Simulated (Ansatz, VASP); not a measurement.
**One calculation of KMgF3, two programs**

```
K Mg F
1.0
     3.82646    0.00000    0.00000
     0.00000    3.82646    0.00000
     0.00000    0.00000    3.98590
K Mg F
1 1 3
Direct
  0.50000 0.50000 0.50000
  0.00000 0.00000 0.00000
  0.50000 0.00000 0.00000
  0.00000 0.50000 0.00000
  0.00000 0.00000 0.50000
```

Change from the starting cell: strain -0.040 along x and y, +0.000 along z, atoms carried along.

Alike in both runs: task single point; functional PBEsol; k mesh 6 × 6 × 6; occupations gaussian, width 0.05 eV; no spin polarisation.

|  | VASP | Ansatz |
| --- | --- | --- |
| version | VASP 6.6.1 | Ansatz 0.2.0 |
| potentials or method | VASP PAW PBE potentials, release 64 (K_sv, Mg, F) | scalar-relativistic, plane waves, PAW |
| plane-wave cutoff (eV) | 520 | 420 |
| valence electrons in the cell | 32 | 40 |

```csv
,VASP,Ansatz,Ansatz less VASP
gap on the k mesh at the Fermi level (eV),7.71,7.74,+0.023
least direct gap on the mesh (eV),8.07,8.09,+0.020
pressure (GPa),7.5,7.8,+0.30
largest component of the traceless stress (GPa),3.75,3.72,-0.029
```

With one functional, cell and mesh, what is left measures potentials, basis and numerics. The two sets of potentials don't hold the same shells in valence.

Caveats: the PAW data sets were made with another functional, which shifts forces and pressure a little (VASP). A k mesh can miss the band edges.
